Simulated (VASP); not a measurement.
# SnSe in VASP: notebook, part 2 of 2

VASP 6.6.1. Earlier steps stand in the parts before.

## (3) Single point, HSE06

File POSCAR:

```
SnSe
1.0
    4.2853274191      0.0000000000      0.0000000000
    0.0000000000      4.2853274191      0.0000000000
    0.0000000000      0.0000000000     10.9906921300
Sn Se
2 2
Direct
    0.0000000000      0.5000000000      0.6277708900
    0.5000000000      0.0000000000      0.3722291100
    0.0000000000      0.5000000000      0.3839605100
    0.5000000000      0.0000000000      0.6160394900
```

File INCAR.step1:

```
SYSTEM = SnSe
PREC     = Accurate       ! precision mode
ENCUT    = 400            ! plane-wave cutoff, eV
EDIFF    = 1E-5           ! SCF threshold, eV
ISMEAR   = 0              ! smearing method
SIGMA    = 0.01           ! smearing width, eV
LREAL    = .FALSE.        ! projectors in reciprocal space
LASPH    = .TRUE.         ! aspherical terms in the spheres
NELM     = 100            ! most SCF steps
ALGO     = Normal         ! electronic algorithm
ISIF     = 2              ! what is computed and relaxed
LWAVE    = .TRUE.         ! write WAVECAR
LCHARG   = .FALSE.        ! write CHGCAR
NBANDS   = 28             ! bands
NKRED    = 1            
GGA      = PE             ! functional
```

File INCAR.step2:

```
SYSTEM = SnSe
PREC     = Accurate       ! precision mode
ENCUT    = 400            ! plane-wave cutoff, eV
EDIFF    = 1E-6           ! SCF threshold, eV
ISMEAR   = 0              ! smearing method
SIGMA    = 0.01           ! smearing width, eV
LREAL    = .FALSE.        ! projectors in reciprocal space
LASPH    = .TRUE.         ! aspherical terms in the spheres
NELM     = 100            ! most SCF steps
ALGO     = Normal         ! electronic algorithm
ISIF     = 2              ! what is computed and relaxed
LWAVE    = .FALSE.        ! write WAVECAR
LCHARG   = .FALSE.        ! write CHGCAR
GGA      = PE             ! functional
LHFCALC  = .TRUE.         ! exact exchange
HFSCREEN = 0.2            ! screening, 1/A
PRECFOCK = Fast         
NBANDS   = 28             ! bands
NKRED    = 1            
ISTART   = 1
```

File KPOINTS:

```
regular mesh
0
G
  2 2 1
  0 0 0
```

Potentials or basis: VASP PAW PBE potentials, release 64 (Sn_d, Se).

Command:

```bash
> cat potpaw_PBE.64/Sn_d/POTCAR potpaw_PBE.64/Se/POTCAR > POTCAR
> cp INCAR.step1 INCAR
> mpirun -np 1 vasp_std > vasp.out
> cp INCAR.step2 INCAR
> mpirun -np 1 vasp_std > vasp.out
```

OUTCAR:

```text
SYSTEM = SnSe
   PREC = Accurate
   ENCUT = 400
   EDIFF = 1E-6
   ISMEAR = 0
   LREAL = .FALSE.
   LASPH = .TRUE.
   NELM = 100
   ISIF = 2
   GGA = PE
   LHFCALC = .TRUE.
   HFSCREEN = 0.2
   PRECFOCK = Fast
   NKRED = 1
   ISTART = 1

 Found      3 irreducible k-points:

 Following reciprocal coordinates:
            Coordinates               Weight
  0.000000  0.000000  0.000000      1.000000
  0.500000  0.000000  0.000000      2.000000
  0.500000  0.500000  0.000000      1.000000
   k-points           NKPTS =      3   k-points in BZ     NKDIM =      4   number of bands    NBANDS=     28
   number of dos      NEDOS =    301   number of ions     NIONS =      4
   total plane-waves  NPLWV =  56448
   dimension x,y,z NGX =    28 NGY =   28 NGZ =   72
   dimension x,y,z NGXF=    56 NGYF=   56 NGZF=  144
   ions per type =               2   2
   NGX,Y,Z   is equivalent  to a cutoff of  10.86, 10.86, 10.89 a.u.
   NGXF,Y,Z  is equivalent  to a cutoff of  21.72, 21.72, 21.78 a.u.
 SYSTEM =  SnSe
   PREC   = accura    normal or accurate (medium, high low for compatibility)
   ISTART =      1    job   : 0-new  1-cont  2-samecut
   ICHARG =      0    charge: 1-file 2-atom 10-const
[... 61 lines left out ...]

  energy without entropy =      -18.85418503  energy(sigma->0) =      -18.85418503

 E-fermi :   0.1625     XC(G=0):  -5.1148

 val. band max:        0.1025486906   @ k =   0.5000   0.0000   0.0000
 cond. band min:       2.4102221122   @ k =   0.5000   0.0000   0.0000
 fundamental gap:      2.3076734216
 Fermi energy:         0.1624671123

 k-point     1 :       0.0000    0.0000    0.0000
  band No.  band energies     occupation
      1     -23.0802      2.00000
      2     -23.0778      2.00000
      3     -23.0753      2.00000
      4     -23.0716      2.00000
      5     -23.0121      2.00000
      6     -22.9872      2.00000
[... 82 lines left out ...]
     27       7.7553      0.00000
     28       7.7553      0.00000

------------------------ aborting loop because EDIFF is reached ----------------------------------------

  FORCE on cell =-STRESS in cart. coord.  units (eV):
  Direction    XX          YY          ZZ          XY          YZ          ZX
  --------------------------------------------------------------------------------------
  -------------------------------------------------------------------------------------
  Total        2.0837005      2.0837005     -4.9340440      0.0000000      0.0000000     -0.0000000
  in kB       16.5406590     16.5406590    -39.1670209      0.0000000      0.0000000     -0.0000000
  external PRESSURE =      -2.0285676 kB  Pullay stress =       0.0000000 kB

 VOLUME and BASIS-vectors are now :
 -----------------------------------------------------------------------------
  energy-cutoff  :      400.00
  volume of cell :      201.83
      direct lattice vectors                 reciprocal lattice vectors
     4.285327419  0.000000000  0.000000000     0.233354398  0.000000000  0.000000000
     0.000000000  4.285327419  0.000000000     0.000000000  0.233354398  0.000000000
     0.000000000  0.000000000 10.990692130     0.000000000  0.000000000  0.090986081

 POSITION                                       TOTAL-FORCE (eV/Angst)
 -----------------------------------------------------------------------------------
      0.00000      2.14266      6.89964         0.000000      0.000000     -0.573163
      2.14266      0.00000      4.09106        -0.000000      0.000000      0.573163
      0.00000      2.14266      4.21999         0.000000      0.000000      1.210531
      2.14266      0.00000      6.77070        -0.000000      0.000000     -1.210531
 -----------------------------------------------------------------------------------
    total drift:                               -0.000000      0.000001     -0.000001

  FREE ENERGIE OF THE ION-ELECTRON SYSTEM (eV)
  ---------------------------------------------------
  free  energy   TOTEN  =       -18.8541850250 eV

  energy  without entropy=      -18.8541850250  energy(sigma->0) =      -18.85418503
```

OUTCAR.step1:

```text
SYSTEM = SnSe
   PREC = Accurate
   ENCUT = 400
   EDIFF = 1E-5
   ISMEAR = 0
   LREAL = .FALSE.
   LASPH = .TRUE.
   NELM = 100
[... 201 lines left out ...]
      2.14266      0.00000      4.09106        -0.000000      0.000000      0.389782
      0.00000      2.14266      4.21999         0.000000      0.000000      0.905409
      2.14266      0.00000      6.77070        -0.000000      0.000000     -0.905409
 -----------------------------------------------------------------------------------
    total drift:                                0.000000      0.000000      0.000000

  FREE ENERGIE OF THE ION-ELECTRON SYSTEM (eV)
  ---------------------------------------------------
  free  energy   TOTEN  =       -15.5055269816 eV

  energy  without entropy=      -15.5055269816  energy(sigma->0) =      -15.50552698
```

OSZICAR.step1:

```text
N       E                     dE             d eps       ncg     rms          rms(c)
DAV:   1     0.316527735992E+03    0.31653E+03   -0.16607E+04   184   0.122E+03
DAV:   2     0.214525527800E+02   -0.29508E+03   -0.28737E+03   192   0.327E+02
DAV:   3    -0.145514998285E+02   -0.36004E+02   -0.35529E+02   208   0.129E+02
DAV:   4    -0.160720406827E+02   -0.15205E+01   -0.15161E+01   188   0.298E+01
DAV:   5    -0.161196943284E+02   -0.47654E-01   -0.47648E-01   232   0.504E+00    0.466E+00
DAV:   6    -0.155589537685E+02    0.56074E+00   -0.10965E+00   220   0.563E+00    0.294E+00
DAV:   7    -0.155190781227E+02    0.39876E-01   -0.33515E-01   192   0.240E+00    0.125E+00
DAV:   8    -0.155088174699E+02    0.10261E-01   -0.39420E-02   192   0.124E+00    0.255E-01
DAV:   9    -0.155047233290E+02    0.40941E-02   -0.64028E-03   204   0.513E-01    0.133E-01
DAV:  10    -0.155038583192E+02    0.86501E-03   -0.19572E-03   180   0.191E-01    0.471E-02
DAV:  11    -0.155043862949E+02   -0.52798E-03   -0.17410E-03   188   0.141E-01    0.663E-02
DAV:  12    -0.155052132779E+02   -0.82698E-03   -0.40443E-04   152   0.954E-02    0.196E-02
DAV:  13    -0.155055071806E+02   -0.29390E-03   -0.13872E-04   144   0.531E-02    0.125E-02
DAV:  14    -0.155055291839E+02   -0.22003E-04   -0.19540E-05   136   0.280E-02    0.879E-03
DAV:  15    -0.155055269816E+02    0.22022E-05   -0.37431E-06   128   0.117E-02
   1 F= -.15505527E+02 E0= -.15505527E+02  d E =-.102358E-17
```

Run time: 48 s. Hardware: 1 thread of AMD EPYC 9R45 (Zen 5), shared host; peak memory 0.3 GiB.

These settings aren't checked as converged: the numbers below hold their error.

What came out:

```
Free energy            : -18.8542 eV
Largest force          : 1.211 eV/Å
Band gap on the k mesh : 2.31 eV, direct
```

Caveat: the k mesh is coarse (spacing up to 0.73 Å⁻¹), so the values aren't converged, least of all with exact exchange; the PAW data sets were made with another functional, which shifts forces and pressure a little; spin-orbit coupling is left out, which moves the levels of the heavy elements.

## (4) Single point, HSE06

POSCAR is that of step 3.

Changes to INCAR.step1 since step 3:

```diff
@@ -2,3 +2,3 @@
 PREC     = Accurate       ! precision mode
-ENCUT    = 400            ! plane-wave cutoff, eV
+ENCUT    = 350            ! plane-wave cutoff, eV
 EDIFF    = 1E-5           ! SCF threshold, eV
```

Changes to INCAR.step2 since step 3:

```diff
@@ -2,3 +2,3 @@
 PREC     = Accurate       ! precision mode
-ENCUT    = 400            ! plane-wave cutoff, eV
+ENCUT    = 350            ! plane-wave cutoff, eV
 EDIFF    = 1E-6           ! SCF threshold, eV
@@ -16,3 +16,3 @@
 HFSCREEN = 0.2            ! screening, 1/A
-PRECFOCK = Fast         
+PRECFOCK = Normal       
 NBANDS   = 28             ! bands
```

File KPOINTS:

```
regular mesh
0
G
  3 3 1
  0 0 0
```

Command:

```bash
> cat potpaw_PBE.64/Sn_d/POTCAR potpaw_PBE.64/Se/POTCAR > POTCAR
> cp INCAR.step1 INCAR
> mpirun -np 1 vasp_std > vasp.out
> cp INCAR.step2 INCAR
> mpirun -np 1 vasp_std > vasp.out
```

Wall time 1.8 min (1 thread of AMD EPYC 9R45 (Zen 5), shared host); peak memory 0.3 GiB.

The run converged, but some of its settings lie outside the range that counts as converged, so its numbers aren't taken as properties of the slab.

What came out:

```yaml
Free_energy: -19.5568 eV
Largest_force: 0.369 eV/Å
Band_gap_on_the_k_mesh: 2.04 eV, direct
```

Caveat: the k mesh is coarse (spacing up to 0.49 Å⁻¹), so the values aren't converged, least of all with exact exchange; the PAW data sets were made with another functional, which shifts forces and pressure a little; spin-orbit coupling is left out, which moves the levels of the heavy elements.

## (5) Single point, HSE06

POSCAR is that of step 4.

Changes to INCAR.step1 since step 4:

```diff
@@ -2,3 +2,3 @@
 PREC     = Accurate       ! precision mode
-ENCUT    = 350            ! plane-wave cutoff, eV
+ENCUT    = 250            ! plane-wave cutoff, eV
 EDIFF    = 1E-5           ! SCF threshold, eV
```

Changes to INCAR.step2 since step 4:

```diff
@@ -2,3 +2,3 @@
 PREC     = Accurate       ! precision mode
-ENCUT    = 350            ! plane-wave cutoff, eV
+ENCUT    = 250            ! plane-wave cutoff, eV
 EDIFF    = 1E-6           ! SCF threshold, eV
@@ -16,3 +16,3 @@
 HFSCREEN = 0.2            ! screening, 1/A
-PRECFOCK = Normal       
+PRECFOCK = Fast         
 NBANDS   = 28             ! bands
```

File KPOINTS:

```
regular mesh
0
G
  4 4 2
  0 0 0
```

Command:

```bash
> cat potpaw_PBE.64/Sn_d/POTCAR potpaw_PBE.64/Se/POTCAR > POTCAR
> cp INCAR.step1 INCAR
> mpirun -np 1 vasp_std > vasp.out
> cp INCAR.step2 INCAR
> mpirun -np 1 vasp_std > vasp.out
```

Wall time 7.8 min (1 thread of AMD EPYC 9R45 (Zen 5), shared host); peak memory 0.26 GiB.

The run converged, but some of its settings lie outside the range that counts as converged, so its numbers aren't taken as properties of the slab.

What came out:

- Free energy: -19.5051 eV
- Largest force: 0.092 eV/Å
- Band gap on the k mesh: 2.17 eV, indirect (least direct gap 2.20 eV)

Caveat: the cutoff is under 1.25 times the usual one of these potentials, so pressure, stress and relaxed cells hold a basis-set (Pulay) error; the PAW data sets were made with another functional, which shifts forces and pressure a little; spin-orbit coupling is left out, which moves the levels of the heavy elements.

## (6) Single point, HSE06

POSCAR is that of step 5.

Changes to INCAR.step1 since step 5:

```diff
@@ -2,3 +2,3 @@
 PREC     = Accurate       ! precision mode
-ENCUT    = 250            ! plane-wave cutoff, eV
+ENCUT    = 350            ! plane-wave cutoff, eV
 EDIFF    = 1E-5           ! SCF threshold, eV
```

Changes to INCAR.step2 since step 5:

```diff
@@ -2,4 +2,4 @@
 PREC     = Accurate       ! precision mode
-ENCUT    = 250            ! plane-wave cutoff, eV
-EDIFF    = 1E-6           ! SCF threshold, eV
+ENCUT    = 350            ! plane-wave cutoff, eV
+EDIFF    = 1E-4           ! SCF threshold, eV
 ISMEAR   = 0              ! smearing method
```

KPOINTS is that of step 5.

Potentials or basis: VASP PAW PBE potentials, release 64 (Sn_d, Se).

Command:

```bash
> cat potpaw_PBE.64/Sn_d/POTCAR potpaw_PBE.64/Se/POTCAR > POTCAR
> cp INCAR.step1 INCAR
> mpirun -np 1 vasp_std > vasp.out
> cp INCAR.step2 INCAR
> mpirun -np 1 vasp_std > vasp.out
```

Wall time 7.5 min (1 thread of AMD EPYC 9R45 (Zen 5), shared host); peak memory 0.32 GiB.

The run converged, but some of its settings lie outside the range that counts as converged, so its numbers aren't taken as properties of the slab.

What came out:

| Property | Result |
| --- | --- |
| Free energy | -19.5122 eV |
| Largest force | 0.098 eV/Å |
| Band gap on the k mesh | 2.17 eV, indirect (least direct gap 2.20 eV) |

Caveat: the PAW data sets were made with another functional, which shifts forces and pressure a little; spin-orbit coupling is left out, which moves the levels of the heavy elements.
